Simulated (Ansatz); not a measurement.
# TiCo (Pm-3m) in Ansatz: equation of state

Aim: energy against volume of TiCo in PBE, for its equilibrium volume and stiffness.

Everything below comes from runs of Ansatz 0.2.0. Logs are shortened: lines on timing, memory, paths and dates and some standing lists are left out, and cuts for length are marked.

## Step 1: Starting point

The structure is cubic, space group Pm-3m (No. 221). The conventional cell has a = 2.986 Å, b = 2.986 Å, c = 2.986 Å, α = 90.00°, β = 90.00°, γ = 90.00°. Around Co (site symmetry m-3m) lie 8 Ti at 2.59 Å. Ti (site symmetry m-3m) has 8 Co at 2.59 Å as nearest neighbours.

The cell comes from a database or a generator and needn't be the stable form of this composition.

## Step 2: Single point, PBE, collinear spin, ferromagnetic start, 12.51 Å³/atom (volume scaled by 0.94)

input.yaml reads:

```yaml
crystal:
  lattice:
    - [2.9251528449, 0.0, 0.0]
    - [0.0, 2.9251528449, 0.0]
    - [0.0, 0.0, 2.9251528449]
  atoms:
    - { symbol: Co, position: [0.5, 0.5, 0.5], spin: 2.0 }
    - { symbol: Ti, position: [0.0, 0.0, 0.0], spin: 1.0 }
hamiltonian:
  xc: pbe
  pseudopotentials: { kind: paw }
magnetization:
  spin_polarized: true
kpoints:
  mp_grid: { grid: [9, 9, 9] }
scf:
  occupations: { method: fermi_dirac, width: 0.05 }
output:
  forces: true
  stress: true
  eigenvalues: true
```

Potentials or basis: Ansatz PAW.

The run is started by

```bash
ansatz run input.yaml --threads 2 --pin off --max-ram 5120MiB --backend cpu --events-out ev --progress --plain --runs-dir out
```

Output:

```text
Warning: RAYON_NUM_THREADS=2 ignored (pool sized by the plan → 2); use --threads N
Engine: ansatz 0.2.0, aarch64-unknown-linux-gnu
Pseudopotentials: kind: paw
Pseudopotential: Co, paw, valence charge 17, recommended cutoff 420 eV (normal), Co.paw.azcp
Pseudopotential: Ti, paw, valence charge 12, recommended cutoff 420 eV (normal), Ti.paw.azcp
Functional definition: PBE
  parameter kappa = 0.804
  parameter beta = 0.06672455060314922
  exchange = pbe_x(kappa = kappa, mu = beta*pi^2/3)
  correlation = pbe_c(beta = beta)
Crystal: 2 atoms, lattice volume = 25.029 Å³
Basis set: ecut = 420 eV, 461 PW (Γ), exchange–correlation on 40×40×40 points (8 copies of the dense FFT grid, shifted against one another)
Bands: 20, of which v1, the nominal top of the filled ones, is band 15 counted from 1 (14 counted from 0)
Symmetry: 48 space group operations
Space group: Pm-3m (ITA 221), of the structure as read, at distance tolerance 2.9e-5 Å
Magnetic group: BNS 221.92 (UNI 1594), of the structure as read, at distance tolerance 2.9e-5 Å
k-points: 35 of 729
Non-local potential: Co, projectors of the file, l = 0: 3, l = 1: 2, l = 2: 3, l = 3: 1
Non-local potential: Ti, projectors of the file, l = 0: 3, l = 1: 2, l = 2: 3, l = 3: 1
PAW form: soft (Blöchl's): semilocal exchange-correlation on the pseudo side does not see the compensation charge
PAW one-centre angular grid: Co, 590 points (default); XC on 64 Gauss nodes
PAW one-centre angular grid: Ti, 590 points (default); XC on 64 Gauss nodes
Initial density: superposition of atomic densities (chi_scale 0.1, normalization cell)
Starting moments: Σ|m| = 3 μB on 2 of 2 sites
Initial wavefunctions: pseudopotential atomic-orbital guess
Functional: x = pbe(κ = 0.804, μ = 0.2195149727645171), c = pbe(β = 0.06672455060314922)
SCF iter   1: F=—  HF=-7626.717315 eV  |F-HF|=—  |Δ(HF+E_count)|=         —  Δρ=1.38e-1 (↑1.38e-1 ↓6.33e-2)  dr2=1.80e0  dr2_m=2.02e0  M=0.941 μB ∫|m|=1.071 μB  β_m=0.30  ethr=3.10e-3  ⟨swp⟩=3.8  Hψ=5259  notcnv=0
Mixer restart at iter 1: flushing history
preconditioner: auto → none  [metal: Δε(μ)=0.021 eV  Ē_g=5.602 eV  σ=0.050 eV  W_gap=0.10  n_scr=6 (ndim 8)  ℏωp=26.8 eV  f_vac=0.000  D(μ)=1.92/eV (n_scr^D=26)  sad-step TF]
SCF iter   2: F=—  HF=-7625.937649 eV  |F-HF|=—  |Δ(HF+E_count)|=   7.80e-1  Δρ=7.76e-2 (↑7.76e-2 ↓6.61e-2)  dr2=7.18e-1  dr2_m=1.04e0  M=0.926 μB ∫|m|=1.042 μB  β_m=0.54  ethr=3.10e-3  ⟨swp⟩=2.5  Hψ=2645  notcnv=0  defer=9
SCF iter   3: F=—  HF=-7626.912598 eV  |F-HF|=—  |Δ(HF+E_count)|=   9.75e-1  Δρ=8.79e-2 (↑8.79e-2 ↓5.33e-2)  dr2=3.40e0  dr2_m=1.44e-1  M=0.834 μB ∫|m|=1.043 μB  β_m=0.42  ethr=2.48e-3  ⟨swp⟩=3.7  Hψ=3288  notcnv=0  defer=9
SCF iter   4: F=—  HF=-7626.492097 eV  |F-HF|=—  |Δ(HF+E_count)|=   4.21e-1  Δρ=1.70e-2 (↑4.62e-3 ↓1.70e-2)  dr2=2.87e-2  dr2_m=2.42e-2  M=0.816 μB ∫|m|=0.980 μB  β_m=0.52  ethr=2.48e-3  ⟨swp⟩=2.3  Hψ=2898  notcnv=0
SCF iter   5: F=—  HF=-7626.576445 eV  |F-HF|=—  |Δ(HF+E_count)|=   8.43e-2  Δρ=1.11e-2 (↑1.02e-3 ↓1.11e-2)  dr2=2.25e-2  dr2_m=7.06e-3  M=0.759 μB ∫|m|=0.928 μB  β_m=0.76  ethr=9.89e-5  ⟨swp⟩=2.2  Hψ=2646  notcnv=0
SCF iter   6: F=—  HF=-7626.578536 eV  |F-HF|=—  |Δ(HF+E_count)|=   2.09e-3  Δρ=5.35e-3 (↑5.18e-3 ↓5.35e-3)  dr2=1.82e-2  dr2_m=1.70e-4  M=0.700 μB ∫|m|=0.854 μB  β_m=0.82  ethr=7.78e-5  ⟨swp⟩=2.5  Hψ=2847  notcnv=0
SCF iter   7: F=—  HF=-7626.581913 eV  |F-HF|=—  |Δ(HF+E_count)|=   3.38e-3  Δρ=2.84e-3 (↑2.84e-3 ↓1.80e-3)  dr2=3.62e-3  dr2_m=7.38e-5  M=0.708 μB ∫|m|=0.857 μB  β_m=0.91  ethr=6.29e-5  ⟨swp⟩=2.0  Hψ=2044  notcnv=0
SCF iter   8: F=—  HF=-7626.582195 eV  |F-HF|=—  |Δ(HF+E_count)|=   2.82e-4  Δρ=1.12e-3 (↑1.12e-3 ↓5.20e-4)  dr2=4.65e-4  dr2_m=2.20e-5  M=0.705 μB ∫|m|=0.850 μB  β_m=0.85  ethr=1.25e-5  ⟨swp⟩=2.0  Hψ=1777  notcnv=0
SCF iter   9: F=—  HF=-7626.582193 eV  |F-HF|=—  |Δ(HF+E_count)|=   1.85e-6  Δρ=2.21e-4 (↑2.21e-4 ↓1.93e-4)  dr2=4.27e-7  dr2_m=9.64e-6  M=0.702 μB ∫|m|=0.845 μB  β_m=0.93  ethr=1.60e-6  ⟨swp⟩=2.0  Hψ=1794  notcnv=0
SCF iter  10: F=—  HF=-7626.582196 eV  |F-HF|=—  |Δ(HF+E_count)|=   2.83e-6  Δρ=1.47e-4 (↑3.19e-5 ↓1.47e-4)  dr2=5.08e-6  dr2_m=8.26e-7  M=0.700 μB ∫|m|=0.842 μB  β_m=0.80  ethr=1.47e-9  ⟨swp⟩=2.7  Hψ=2586  notcnv=0
SCF iter  11: F=—  HF=-7626.582196 eV  |F-HF|=—  |Δ(HF+E_count)|=   1.86e-7  Δρ=4.28e-5 (↑6.81e-6 ↓4.28e-5)  dr2=3.92e-7  dr2_m=1.22e-7  M=0.700 μB ∫|m|=0.843 μB  β_m=0.73  ethr=1.47e-9  ⟨swp⟩=2.0  Hψ=2441  notcnv=0
SCF iter  12: F=—  HF=-7626.582196 eV  |F-HF|=—  |Δ(HF+E_count)|=   4.16e-8  Δρ=1.27e-5 (↑3.57e-6 ↓1.27e-5)  dr2=2.36e-8  dr2_m=1.45e-8  M=0.700 μB ∫|m|=0.843 μB  β_m=0.87  ethr=1.35e-9  ⟨swp⟩=1.6  Hψ=1646  notcnv=0
SCF iter  13: F=—  HF=-7626.582196 eV  |F-HF|=—  |Δ(HF+E_count)|=   6.04e-9  Δρ=5.39e-6 (↑3.97e-6 ↓5.39e-6)  dr2=5.11e-10  dr2_m=5.00e-9  M=0.701 μB ∫|m|=0.843 μB  β_m=0.87  ethr=8.13e-11  ⟨swp⟩=2.0  Hψ=1896  notcnv=0
SCF iter  14: F=-7626.582196 eV  HF=-7626.582196 eV  |F-HF|=2.15e-9  |Δ(HF+E_count)|=  2.60e-10  Δρ=2.71e-6 (↑7.48e-7 ↓2.71e-6)  dr2=2.47e-9  dr2_m=2.69e-10  M=0.701 μB ∫|m|=0.843 μB  ethr=1.76e-12  ⟨swp⟩=1.0  Hψ=3832  notcnv=0
SCF 1 converged in 14 iterations: F = -7626.582196 eV  dr2 = 2.47e-9
SCF converged after 14 iterations
Magnetization: 0.7005 μB (14.8503 up, 14.1497 down)
Absolute magnetization: 0.8507 μB (∫|ρ↑−ρ↓|, with the PAW one-centre terms)
Spin contamination: 0.0460 ħ² per cell (⟨S²⟩ above its minimum at these occupations)
Per-site moments (μB) at R_I (Å): [(0.7582209560392412, 1.0449683778747354), (-0.008219974133990041, 1.0449683778747354)]
Free energy (F): -7626.582196 eV
Harris-Foulkes:  -7626.582196 eV  (|F-HF|=2.15e-9)
Internal energy: -7626.565999 eV  (E = F + TS)
E sigma→0 (E₀):  -7626.574097 eV
Entropy (-TS):   -0.016197 eV (-8.098 meV/atom)
Fermi energy:    17.945695 eV
--- Per-component energies (eV) ---
  E_band       = -369.834343
  E_kinetic    = 733.336622
  E_local      = -3765.487511  (includes V_loc(G=0)·N_el)
  E_nonlocal   = 460.093789
  E_hartree    = 1597.180450
  E_xc         = -258.940228
  E_vxc        = -330.450631  (∫ρ·V_xc dr)
  E_paw        = -2563.530640  (= ΣΔE_a)
  E_vpaw       = -661.684941  (= ΣTr[D̂ρ^β])
  E_aug_tail   = 0.000213  (compensation charges beyond the density's cutoff)
  E_ewald      = -3829.218694
  E_smearing   = -0.016197  (= −TS)
  E_closure    = 0.000000  (closes the sum)
  Σ components = -7626.582196   (vs F -7626.582196, Δ=0.00e0)
--- Forces (eV/Å), atoms counted from 1 ---
  atom   1  Co     0.00000000    -0.00000000     0.00000000
  atom   2  Ti    -0.00000000     0.00000000     0.00000000
  max |Σ_I F_I| component: 2.45e-28 eV/Å
--- Stress (GPa, compression-positive) ---
       10.820309       0.000000       0.000000
        0.000000      10.820309       0.000000
        0.000000       0.000000      10.820309
  P = ⅓ Tr σ = 10.8203 GPa (108.203 kbar)
--- Band table (eV; the first three rows and the last of 70) ---
  k-point 0 ↑: bands = ["-77.7565", "-41.0258", "-41.0258", "-41.0258", "-39.1006", "-15.1929", "-15.1929", "-15.1929", "9.9419", "13.4712", "13.4712", "16.0072", "16.0072", "16.0072", "18.4952", "18.4952", "20.8149", "20.8149", "20.8149", "27.2335"]
  k-point 1 ↑: bands = ["-77.7563", "-41.0312", "-41.0255", "-41.0255", "-39.0936", "-15.2378", "-15.1898", "-15.1898", "10.1995", "13.5782", "13.5925", "15.9887", "15.9887", "16.0505", "18.3718", "18.5424", "20.4639", "20.4639", "20.7599", "26.1380"]
  k-point 2 ↑: bands = ["-77.7558", "-41.0446", "-41.0246", "-41.0246", "-39.0762", "-15.3503", "-15.1821", "-15.1821", "10.9346", "13.8801", "13.8894", "15.9481", "15.9481", "16.1649", "18.0255", "18.5836", "19.7266", "19.7266", "20.6158", "24.1626"]
  k-point 34 ↓: bands = ["-76.8544", "-40.1743", "-40.1741", "-40.1741", "-38.9842", "-15.4651", "-15.4651", "-15.4651", "15.1780", "15.3607", "15.3607", "15.6717", "15.6904", "15.6904", "17.8813", "17.8813", "21.1466", "21.1466", "25.2629", "25.9172"]
```

Run time: 2.2 s. Hardware: 2 threads of Arm Neoverse V2, shared host; peak memory 0.32 GiB.

Results:

```yaml
Free_energy: -7626.5822 eV
Pressure: 10.8 GPa
Band_gap_on_the_k_mesh: none (metal or under the smearing width)
Net_moment: 0.70 μB per cell
Absolute_moment: 0.85 μB per cell
Site_moments: Co +0.76; Ti -0.01 μB
```

## Step 3: Single point, PBE, collinear spin, ferromagnetic start, 12.78 Å³/atom (volume scaled by 0.96)

Changes to input.yaml since step 2:

```diff
@@ -2,5 +2,5 @@
   lattice:
-    - [2.9251528449, 0.0, 0.0]
-    - [0.0, 2.9251528449, 0.0]
-    - [0.0, 0.0, 2.9251528449]
+    - [2.9457531915, 0.0, 0.0]
+    - [0.0, 2.9457531915, 0.0]
+    - [0.0, 0.0, 2.9457531915]
   atoms:
```

Potentials or basis: Ansatz PAW.

The run is started by

```bash
ansatz run input.yaml --threads 2 --pin off --max-ram 5120MiB --backend cpu --events-out ev --progress --plain --runs-dir out
```

It took 2 s on 2 threads of Arm Neoverse V2, shared host; peak memory 0.33 GiB.

Results (log left out):

```yaml
Free_energy: -7626.6110 eV
Pressure: 6.6 GPa
Band_gap_on_the_k_mesh: none (metal or under the smearing width)
Net_moment: 0.75 μB per cell
Absolute_moment: 0.92 μB per cell
Site_moments: Co +0.82; Ti -0.01 μB
```

## Step 4: Single point, PBE, collinear spin, ferromagnetic start, 13.05 Å³/atom (volume scaled by 0.98)

Changes to input.yaml since step 3:

```diff
@@ -2,5 +2,5 @@
   lattice:
-    - [2.9457531915, 0.0, 0.0]
-    - [0.0, 2.9457531915, 0.0]
-    - [0.0, 0.0, 2.9457531915]
+    - [2.9660693728, 0.0, 0.0]
+    - [0.0, 2.9660693728, 0.0]
+    - [0.0, 0.0, 2.9660693728]
   atoms:
@@ -21 +21,5 @@
   eigenvalues: true
+  write_density: true
+  write_potential: true
+  elf: true
+  volumetric_format: npy
```

The run is started by

```bash
ansatz run input.yaml --threads 2 --pin off --max-ram 5120MiB --backend cpu --events-out ev --progress --plain --runs-dir out
```

Run time: 2 s. Hardware: 2 threads of Arm Neoverse V2, shared host; peak memory 0.33 GiB.

The run converged. Its results:

- Free energy: -7626.6267 eV
- Pressure: 2.9 GPa
- Band gap on the k mesh: none (metal or under the smearing width)
- Net moment: 0.79 μB per cell
- Absolute moment: 0.99 μB per cell
- Site moments: Co +0.87; Ti -0.02 μB

## Step 5: Single point, PBE, collinear spin, ferromagnetic start, 13.31 Å³/atom

Changes to input.yaml since step 4:

```diff
@@ -2,5 +2,5 @@
   lattice:
-    - [2.9660693728, 0.0, 0.0]
-    - [0.0, 2.9660693728, 0.0]
-    - [0.0, 0.0, 2.9660693728]
+    - [2.98611099, 0.0, 0.0]
+    - [0.0, 2.98611099, 0.0]
+    - [0.0, 0.0, 2.98611099]
   atoms:
@@ -21,5 +21 @@
   eigenvalues: true
-  write_density: true
-  write_potential: true
-  elf: true
-  volumetric_format: npy
```

The run is started by

```bash
ansatz run input.yaml --threads 2 --pin off --max-ram 5120MiB --backend cpu --events-out ev --progress --plain --runs-dir out
```

Wall time 1.7 s (2 threads of Arm Neoverse V2, shared host); peak memory 0.33 GiB.

It converged, with:

* Free energy: -7626.6304 eV
* Pressure: -0.5 GPa
* Band gap on the k mesh: none (metal or under the smearing width)
* Net moment: 0.82 μB per cell
* Absolute moment: 1.05 μB per cell
* Site moments: Co +0.92; Ti -0.03 μB

## Step 6: Single point, PBE, collinear spin, ferromagnetic start, 13.58 Å³/atom (volume scaled by 1.02)

Changes to input.yaml since step 5:

```diff
@@ -2,5 +2,5 @@
   lattice:
-    - [2.98611099, 0.0, 0.0]
-    - [0.0, 2.98611099, 0.0]
-    - [0.0, 0.0, 2.98611099]
+    - [3.0058871358, 0.0, 0.0]
+    - [0.0, 3.0058871358, 0.0]
+    - [0.0, 0.0, 3.0058871358]
   atoms:
```

Potentials or basis: Ansatz PAW.

The run is started by

```bash
ansatz run input.yaml --threads 2 --pin off --max-ram 5120MiB --backend cpu --events-out ev --progress --plain --runs-dir out
```

Wall time 1.9 s (2 threads of Arm Neoverse V2, shared host); peak memory 0.34 GiB.

Results (log left out):

- Free energy: -7626.6234 eV
- Pressure: -3.6 GPa
- Band gap on the k mesh: none (metal or under the smearing width)
- Net moment: 0.84 μB per cell
- Absolute moment: 1.10 μB per cell
- Site moments: Co +0.96; Ti -0.04 μB

## Step 7: Single point, PBE, collinear spin, ferromagnetic start, 13.85 Å³/atom (volume scaled by 1.04)

Changes to input.yaml since step 6:

```diff
@@ -2,5 +2,5 @@
   lattice:
-    - [3.0058871358, 0.0, 0.0]
-    - [0.0, 3.0058871358, 0.0]
-    - [0.0, 0.0, 3.0058871358]
+    - [3.0254064304, 0.0, 0.0]
+    - [0.0, 3.0254064304, 0.0]
+    - [0.0, 0.0, 3.0254064304]
   atoms:
```

The run is started by

```bash
ansatz run input.yaml --threads 2 --pin off --max-ram 5120MiB --backend cpu --events-out ev --progress --plain --runs-dir out
```

Run time: 1.9 s. Hardware: 2 threads of Arm Neoverse V2, shared host; peak memory 0.33 GiB.

It converged, with:

* Free energy: -7626.6067 eV
* Pressure: -6.4 GPa
* Band gap on the k mesh: none (metal or under the smearing width)
* Net moment: 0.85 μB per cell
* Absolute moment: 1.15 μB per cell
* Site moments: Co +1.00; Ti -0.06 μB

## Step 8: Single point, PBE, collinear spin, ferromagnetic start, 14.11 Å³/atom (volume scaled by 1.06)

Changes to input.yaml since step 7:

```diff
@@ -2,5 +2,5 @@
   lattice:
-    - [3.0254064304, 0.0, 0.0]
-    - [0.0, 3.0254064304, 0.0]
-    - [0.0, 0.0, 3.0254064304]
+    - [3.0446770546, 0.0, 0.0]
+    - [0.0, 3.0446770546, 0.0]
+    - [0.0, 0.0, 3.0446770546]
   atoms:
```

Potentials or basis: Ansatz PAW.

The run is started by

```bash
ansatz run input.yaml --threads 2 --pin off --max-ram 5120MiB --backend cpu --events-out ev --progress --plain --runs-dir out
```

Output:

```text
Warning: RAYON_NUM_THREADS=2 ignored (pool sized by the plan → 2); use --threads N
Engine: ansatz 0.2.0, aarch64-unknown-linux-gnu
Pseudopotentials: kind: paw
Pseudopotential: Co, paw, valence charge 17, recommended cutoff 420 eV (normal), Co.paw.azcp
Pseudopotential: Ti, paw, valence charge 12, recommended cutoff 420 eV (normal), Ti.paw.azcp
Functional definition: PBE
  parameter kappa = 0.804
  parameter beta = 0.06672455060314922
  exchange = pbe_x(kappa = kappa, mu = beta*pi^2/3)
  correlation = pbe_c(beta = beta)
Crystal: 2 atoms, lattice volume = 28.224 Å³
Basis set: ecut = 420 eV, 515 PW (Γ), exchange–correlation on 48×48×48 points (8 copies of the dense FFT grid, shifted against one another)
Bands: 20, of which v1, the nominal top of the filled ones, is band 15 counted from 1 (14 counted from 0)
Symmetry: 48 space group operations
Space group: Pm-3m (ITA 221), of the structure as read, at distance tolerance 3.0e-5 Å
Magnetic group: BNS 221.92 (UNI 1594), of the structure as read, at distance tolerance 3.0e-5 Å
k-points: 35 of 729
Non-local potential: Co, projectors of the file, l = 0: 3, l = 1: 2, l = 2: 3, l = 3: 1
Non-local potential: Ti, projectors of the file, l = 0: 3, l = 1: 2, l = 2: 3, l = 3: 1
PAW form: soft (Blöchl's): semilocal exchange-correlation on the pseudo side does not see the compensation charge
PAW one-centre angular grid: Co, 590 points (default); XC on 64 Gauss nodes
PAW one-centre angular grid: Ti, 590 points (default); XC on 64 Gauss nodes
Initial density: superposition of atomic densities (chi_scale 0.1, normalization cell)
[... 23 lines left out ...]
Per-site moments (μB) at R_I (Å): [(1.0354661526146427, 1.0876666661863121), (-0.07081151320951333, 1.0876666661863121)]
Free energy (F): -7626.581106 eV
Harris-Foulkes:  -7626.581106 eV  (|F-HF|=3.03e-10)
Internal energy: -7626.563274 eV  (E = F + TS)
E sigma→0 (E₀):  -7626.572190 eV
Entropy (-TS):   -0.017833 eV (-8.916 meV/atom)
Fermi energy:    15.531736 eV
--- Per-component energies (eV) ---
  E_band       = -435.911855
  E_kinetic    = 725.715364
  E_local      = -3994.000177  (includes V_loc(G=0)·N_el)
  E_nonlocal   = 460.056440
  E_hartree    = 1679.396919
  E_xc         = -256.497543
  E_vxc        = -327.119461  (∫ρ·V_xc dr)
  E_paw        = -2562.338577  (= ΣΔE_a)
  E_vpaw       = -659.356433  (= ΣTr[D̂ρ^β])
  E_aug_tail   = 0.000207  (compensation charges beyond the density's cutoff)
  E_ewald      = -3678.895908
  E_smearing   = -0.017833  (= −TS)
  E_closure    = -0.000000  (closes the sum)
  Σ components = -7626.581106   (vs F -7626.581106, Δ=0.00e0)
--- Forces (eV/Å), atoms counted from 1 ---
  atom   1  Co     0.00000000    -0.00000000     0.00000000
  atom   2  Ti    -0.00000000    -0.00000000    -0.00000000
  max |Σ_I F_I| component: 2.05e-29 eV/Å
--- Stress (GPa, compression-positive) ---
       -8.906581       0.000000       0.000000
        0.000000      -8.906581       0.000000
        0.000000       0.000000      -8.906581
  P = ⅓ Tr σ = -8.9066 GPa (-89.066 kbar)
--- Band table (eV; the first three rows and the last of 70) ---
  k-point 0 ↑: bands = ["-80.1875", "-43.4472", "-43.4472", "-43.4472", "-41.6358", "-17.7568", "-17.7568", "-17.7568", "8.0677", "11.5926", "11.5926", "13.7217", "13.7217", "13.7217", "15.9766", "15.9766", "18.0350", "18.0350", "18.0350", "23.9942"]
  k-point 1 ↑: bands = ["-80.1874", "-43.4500", "-43.4470", "-43.4470", "-41.6320", "-17.7858", "-17.7547", "-17.7547", "8.2990", "11.6789", "11.6853", "13.7043", "13.7043", "13.7560", "15.8857", "16.0094", "17.7480", "17.7480", "17.9931", "22.9208"]
  k-point 2 ↑: bands = ["-80.1871", "-43.4573", "-43.4466", "-43.4466", "-41.6225", "-17.8587", "-17.7494", "-17.7494", "8.9644", "11.9102", "11.9187", "13.6643", "13.6643", "13.8462", "15.6327", "16.0054", "17.1394", "17.1394", "17.8838", "21.0351"]
  k-point 34 ↓: bands = ["-78.9606", "-42.2653", "-42.2652", "-42.2652", "-41.6200", "-17.9919", "-17.9917", "-17.9917", "13.1932", "13.3361", "13.3361", "13.5585", "13.6284", "13.6284", "15.7122", "15.7122", "18.2955", "18.2955", "21.9550", "22.5644"]
```

It took 1.9 s on 2 threads of Arm Neoverse V2, shared host; peak memory 0.33 GiB.

Results:

| Quantity | Value |
| --- | --- |
| Free energy | -7626.5811 eV |
| Pressure | -8.9 GPa |
| Band gap on the k mesh | none (metal or under the smearing width) |
| Net moment | 0.87 μB per cell |
| Absolute moment | 1.21 μB per cell |
| Site moments | Co +1.04; Ti -0.07 μB |

## Step 9: Equation of state, PBE, collinear spin, ferromagnetic start

Potentials or basis: Ansatz PAW.

No new run: the results of the series are fitted here.

What came out:

| Quantity | Value |
| --- | --- |
| Equilibrium volume | 13.27 Å³/atom |
| Bulk modulus | 164 GPa |
| Pressure derivative of the bulk modulus | 4.0 |

Energy against volume, from the lowest point:
```csv
volume (Å³/atom),energy (meV/atom)
12.515,24.12
12.781,9.70
13.047,1.87
13.313,0.00
13.580,3.51
13.846,11.88
14.112,24.67
```
